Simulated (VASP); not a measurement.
# CdTe (F-43m) in VASP: dielectric tensor with PBE+D3(BJ)

Aim: the dielectric tensor of CdTe with PBE+D3(BJ).

All numbers are computed with VASP 6.6.1; they aren't measurements. Logs are shortened: lines on timing, memory, paths and dates and some standing lists are left out, and cuts for length are marked.

**The experiment to reproduce.**

From a printed reference work, data compilation, for a bulk crystal of CdTe at 0 K: band gap 1.607 eV.

How close the calculation comes is told below.

## (1) The structure

Symmetry: F-43m, No. 216, cubic system. The conventional cell has a = 6.523 Å, b = 6.523 Å, c = 6.523 Å, α = 90.00°, β = 90.00°, γ = 90.00°. Cd (site symmetry -43m) is surrounded by 4 Te at 2.82 Å. Te (site symmetry -43m) is surrounded by 4 Cd at 2.82 Å.

## (2) Dielectric tensor, PBE+D3(BJ)

The input, INCAR:

```
SYSTEM = CdTe
  PREC = Accurate
  ENCUT = 520
  EDIFF = 1E-7
  ISMEAR = 0
  SIGMA = 0.02
  LREAL = .FALSE.
  LASPH = .TRUE.
  NELM = 60
  ALGO = Normal
  ISIF = 2
  LWAVE = .FALSE.
  LCHARG = .FALSE.
  GGA = PE
  IVDW = 12
  LEPSILON = .TRUE.
```

The input, KPOINTS:

```
regular mesh
0
G
  8 8 8
  0 0 0
```

The input, POSCAR:

```
CdTe                                    
1.0
    0.0000000000      3.2615512434      3.2615512434
    3.2615512434      0.0000000000      3.2615512434
    3.2615512434      3.2615512434      0.0000000000
  Cd              Te            
     1     1
Direct
     0.0000000000000000    0.0000000000000000    0.0000000000000000
     0.2500000000000000    0.2500000000000000    0.2500000000000000
```

Potentials or basis: VASP PAW PBE potentials, release 64 (Cd, Te).

On the command line:

```console
$ cat potpaw_PBE.64/Cd/POTCAR potpaw_PBE.64/Te/POTCAR > POTCAR
$ mpirun -np 1 vasp_std > vasp.out
```

OUTCAR:

```text
SYSTEM = CdTe
   PREC = Accurate
   ENCUT = 520
   EDIFF = 1E-7
   ISMEAR = 0
   LREAL = .FALSE.
   LASPH = .TRUE.
   NELM = 60
   ISIF = 2
   GGA = PE
   IVDW = 12
   LEPSILON = .TRUE.
 IVDW          = 12

 ion  position               nearest neighbor table
   1  0.000  0.000  0.000-   2 2.82   2 2.82   2 2.82   2 2.82
   2  0.250  0.250  0.250-   1 2.82   1 2.82   1 2.82   1 2.82

  LATTYP: Found a face centered cubic cell.
 ALAT       =     6.5231024868

  Lattice vectors:

 A1 = (   0.0000000000,   3.2615512434,   3.2615512434)
 A2 = (   3.2615512434,   0.0000000000,   3.2615512434)
 A3 = (   3.2615512434,   3.2615512434,   0.0000000000)

Analysis of symmetry for initial positions (statically):
=====================================================================
 Subroutine PRICEL returns:
 Original cell was already a primitive cell.

 Routine SETGRP: Setting up the symmetry group for a
 face centered cubic supercell.

 Subroutine GETGRP returns: Found 24 space group operations
 (whereof 24 operations were pure point group operations)
 out of a pool of 48 trial point group operations.

The static configuration has the point symmetry T_d .

Analysis of symmetry for dynamics (positions and initial velocities):
=====================================================================
 Subroutine PRICEL returns:
 Original cell was already a primitive cell.

 Routine SETGRP: Setting up the symmetry group for a
 face centered cubic supercell.

 Subroutine GETGRP returns: Found 24 space group operations
 (whereof 24 operations were pure point group operations)
 out of a pool of 48 trial point group operations.

The dynamic configuration has the point symmetry T_d .

 Subroutine INISYM returns: Found 24 space group operations
 (whereof 24 operations are pure point group operations),
 and found     1 'primitive' translations

----------------------------------------------------------------------------------------

                                     Primitive cell

  volume of cell :      69.3909

  direct lattice vectors                    reciprocal lattice vectors
     0.000000000  3.261551243  3.261551243    -0.153301286  0.153301286  0.153301286
     3.261551243  0.000000000  3.261551243     0.153301286 -0.153301286  0.153301286
     3.261551243  3.261551243  0.000000000     0.153301286  0.153301286 -0.153301286

  length of vectors
     4.612530003  4.612530003  4.612530003     0.265525616  0.265525616  0.265525616

  position of ions in fractional coordinates (direct lattice)
     0.000000000  0.000000000  0.000000000
     0.250000000  0.250000000  0.250000000

  ion indices of the primitive-cell ions
   primitive index   ion index
                 1           1
                 2           2

----------------------------------------------------------------------------------------

 KPOINTS: regular mesh

Automatic generation of k-mesh.
 Grid dimensions read from file:
 generate k-points for:    8    8    8

 Generating k-lattice:

  Cartesian coordinates                     Fractional coordinates (reciprocal lattice)
    -0.019162661  0.019162661  0.019162661     0.125000000  0.000000000  0.000000000
     0.019162661 -0.019162661  0.019162661     0.000000000  0.125000000  0.000000000
     0.019162661  0.019162661 -0.019162661     0.000000000  0.000000000  0.125000000

  Length of vectors
     0.033190702  0.033190702  0.033190702

  Shift w.r.t. Gamma in fractional coordinates (k-lattice)
     0.000000000  0.000000000  0.000000000

 Subroutine IBZKPT returns following result:
 ===========================================

 Found     29 irreducible k-points:

 Following reciprocal coordinates:
[... 73 lines left out ...]
   LEPSILON=     T    determine dielectric tensor
   LRPA    =     F    only Hartree local field effects (RPA)
 non-spin polarized calculation
 Gauss-broadening in eV      SIGMA  =   0.02
  energy-cutoff  :      520.00
  volume of cell :       69.39
 maximum number of plane-waves:      1893
 NGX is ok and might be reduce to    36
   NGX = 17   NGY = 17   NGZ = 17

--------------------------------------- Ionic step        1  -------------------------------------------

 number of electron      18.0000002 magnetization

 E-fermi :   2.2711     XC(G=0):  -8.4985

 val. band max:        2.1722269809   @ k =   0.0000   0.0000   0.0000
 cond. band min:       2.8845841659   @ k =   0.0000   0.0000   0.0000
 fundamental gap:      0.7123571850
 Fermi energy:         2.2710991459

 k-point     1 :       0.0000    0.0000    0.0000
  band No.  band energies     occupation
      1      -8.8915      2.00000
      2      -6.0490      2.00000
      3      -6.0490      2.00000
      4      -6.0490      2.00000
      5      -5.8026      2.00000
      6      -5.8026      2.00000
      7       2.1722      2.00000
      8       2.1722      2.00000
      9       2.1722      2.00000
     10       2.8846      0.00000
     11       6.7874      0.00000
     12       6.7874      0.00000
     13       6.7874      0.00000
[... 354 lines left out ...]
  band No.  band energies     occupation
      1      -8.4563      2.00000
      2      -5.9651      2.00000
      3      -5.9537      2.00000
      4      -5.8170      2.00000
      5      -5.7973      2.00000
      6      -5.3752      2.00000
      7      -1.9635      2.00000
      8       0.1729      2.00000
      9       0.9524      2.00000
     10       5.3661      0.00000
     11       6.7926      0.00000
     12       8.1238      0.00000
     13       9.3093      0.00000

 [... further k-points ...]

  FORCE on cell =-STRESS in cart. coord.  units (eV):
  Direction    XX          YY          ZZ          XY          YZ          ZX
  --------------------------------------------------------------------------------------
  -------------------------------------------------------------------------------------
  Total       0.00226     0.00226     0.00226     0.00000     0.00000    -0.00000
  in kB       0.05214     0.05214     0.05214     0.00000     0.00000    -0.00000
  external pressure =        0.05 kB  Pullay stress =        0.00 kB

 VOLUME and BASIS-vectors are now :
 -----------------------------------------------------------------------------
  energy-cutoff  :      520.00
  volume of cell :       69.39
      direct lattice vectors                 reciprocal lattice vectors
     0.000000000  3.261551243  3.261551243    -0.153301286  0.153301286  0.153301286
     3.261551243  0.000000000  3.261551243     0.153301286 -0.153301286  0.153301286
     3.261551243  3.261551243  0.000000000     0.153301286  0.153301286 -0.153301286

 POSITION                                       TOTAL-FORCE (eV/Angst)
 -----------------------------------------------------------------------------------
      0.00000      0.00000      0.00000         0.000000      0.000000      0.000000
      1.63078      1.63078      1.63078        -0.000000     -0.000000     -0.000000
 -----------------------------------------------------------------------------------
    total drift:                               -0.000000     -0.000000     -0.000000

  FREE ENERGIE OF THE ION-ELECTRON SYSTEM (eV)
  ---------------------------------------------------
  free  energy   TOTEN  =        -5.4625460849 eV

  energy  without entropy=       -5.4625460849  energy(sigma->0) =       -5.46254608

 HEAD OF MICROSCOPIC STATIC DIELECTRIC TENSOR (INDEPENDENT PARTICLE, excluding Hartree and local field effects)
 ------------------------------------------------------
          11.267740     0.000000     0.000000
           0.000000    11.267740    -0.000000
          -0.000000     0.000000    11.267740
 ------------------------------------------------------

 Free energy of the ion-electron system (eV)
  ---------------------------------------------------
  ---------------------------------------------------
  free energy    TOTEN  =        -2.04587231 eV

  energy without entropy =       -2.04587231

------------------------ aborting loop because EDIFF is reached ----------------------------------------

 Edisp (eV)   -0.66837

 E8    (eV) :    -0.2998
[... 7 lines left out ...]
 E8    (eV) :    -0.2998

--------------------------------------- Ionic step        3  -------------------------------------------

 Free energy of the ion-electron system (eV)
  ---------------------------------------------------
  ---------------------------------------------------
  free energy    TOTEN  =        -2.04587207 eV

  energy without entropy =       -2.04587207

------------------------ aborting loop because EDIFF is reached ----------------------------------------

 Edisp (eV)   -0.66837

 E8    (eV) :    -0.2998

 PIEZOELECTRIC TENSOR FIELD DIRECTION 3  (e Angst)
 -----------------------------------------------------------------------------
    -0.00123 -2.80806  0.00000           (  0.00000  0.07296  0.00000)
    -2.80806 -0.00123  0.00000           (  0.07296  0.00000  0.00000)
     0.00000  0.00000 -0.00086           (  0.00000  0.00000 -0.00000)

 PIEZOELECTRIC TENSOR FIELD DIRECTION 3  (C/m^2)
 -----------------------------------------------------------------------------
    -0.00028 -0.64836  0.00000
    -0.64836 -0.00028  0.00000
     0.00000  0.00000 -0.00020

 MACROSCOPIC STATIC DIELECTRIC TENSOR (including local field effects in DFT)
 ------------------------------------------------------
          10.902210     0.000000    -0.000000
           0.000000    10.902210     0.000000
           0.000000     0.000000    10.902210
 ------------------------------------------------------

 PIEZOELECTRIC TENSOR (including local field effects)  for field in x, y, z        (e  Angst)
          XX          YY          ZZ          XY          YZ          ZX
  --------------------------------------------------------------------------------
  x     0.00000    -0.00000    -0.00000     0.00000    -2.82642     0.00000
  y     0.00000     0.00000     0.00000     0.00000     0.00000    -2.82642
  z    -0.00000     0.00000     0.00000    -2.82642     0.00000     0.00000

 PIEZOELECTRIC TENSOR (including local field effects)  for field in x, y, z        (C/m^2)
          XX          YY          ZZ          XY          YZ          ZX
  --------------------------------------------------------------------------------
  x     0.00000    -0.00000    -0.00000     0.00000    -0.65260     0.00000
  y     0.00000     0.00000     0.00000     0.00000     0.00000    -0.65260
  z    -0.00000     0.00000     0.00000    -0.65260     0.00000     0.00000

 BORN EFFECTIVE CHARGES (including local field effects) (in |e|, cummulative output)
 ---------------------------------------------------------------------------------
 ion    1
    1     2.29453     0.00000     0.00000
    2     0.00000     2.29453     0.00000
    3     0.00000     0.00000     2.29453
 ion    2
    1    -2.29453    -0.00000    -0.00000
    2    -0.00000    -2.29453    -0.00000
    3    -0.00000    -0.00000    -2.29453
```

Wall time 7.8 min (1 thread of Intel Xeon Platinum 8259CL at 2.50GHz (Skylake/Cascade Lake), shared host); peak memory 0.4 GiB.

Results:

| Item | Value |
| --- | --- |
| Band gap on the k mesh | 0.71 eV, direct |
| Electronic dielectric tensor (diagonal) | 10.90 |
| Born charges (mean of the diagonal) | Cd +2.29; Te -2.29 e |
| Dispersion energy per atom | -0.334 eV |

Levels at points of the mesh, in eV from the valence-band top:
```csv
k point,band 5,band 6,band 7,band 8,band 9,band 10,band 11,band 12,band 13
"(0.00, 0.00, 0.00)",-7.97,-7.97,0.00,0.00,0.00,0.71,4.62,4.62,4.62
"(0.50, 0.00, 0.00)",-7.97,-7.64,-4.31,-0.75,-0.75,1.80,5.20,5.20,7.07
"(0.50, 0.50, 0.00)",-7.95,-7.51,-4.21,-1.80,-1.80,2.65,2.67,8.74,9.03
```

Electronic dielectric tensor:
```
10.90  0.00  0.00
 0.00 10.90  0.00
 0.00  0.00 10.90
```

Born effective charge tensors (e):
atom 1, Cd
```
2.29 0.00 0.00
0.00 2.29 0.00
0.00 0.00 2.29
```
atom 2, Te
```
-2.29  0.00  0.00
 0.00 -2.29  0.00
 0.00  0.00 -2.29
```

Caveat: spin-orbit coupling is left out, which moves the levels of the heavy elements.

## (3) Against experiment

Step 2. A measured gap of CdTe is 1.607 eV (0 K; a printed reference work, data compilation); the calculated 0.71 eV misses it by -0.89 eV. Spin-orbit coupling on Cd, Te is left out. The value is that of PBE+D3(BJ), without temperature or zero-point motion. Semilocal functionals fall short of measured gaps as a rule.
